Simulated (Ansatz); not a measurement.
Relaxing V in the fcc type

First guess:

```xyz
1
Lattice="0.0000 1.7903 1.7903 1.7903 0.0000 1.7903 1.7903 1.7903 0.0000" Properties=species:S:1:pos:R:3 pbc="T T T"
V     0.0000    0.0000    0.0000
```

All numbers below come from DFT, PBE, PAW with Ansatz's default frozen-core files, scalar-relativistic in Ansatz 0.2.0.

Cell and atoms relax within the symmetry of the start on a 19×19×19 k mesh with 0.05 eV Fermi–Dirac smearing, from parallel moments.

The start is built from a prototype, known or not as a phase of this compound; the cutoff is 420 eV.

The magnetic state is the one reached from parallel moments; other orders may lie lower.

Question: What is the pressure of the first guess?

Answer: 48.5 GPa.

Question: What does it relax to?

Answer: a = 3.817 Å, b = 3.817 Å, c = 3.817 Å, α = 90.00°, β = 90.00°, γ = 90.00° (conventional cell), 13.90 Å³ per atom:
```xyz
1
Lattice="0.0000 1.9083 1.9083 1.9083 0.0000 1.9083 1.9083 1.9083 0.0000" Properties=species:S:1:pos:R:3 pbc="T T T"
V     0.0000    0.0000    0.0000
```

Question: How much energy does the relaxation release?

Answer: 316 meV/atom.

Question: What moment does the relaxed primitive cell (1 atom) carry?

Answer: 0.00 μB.
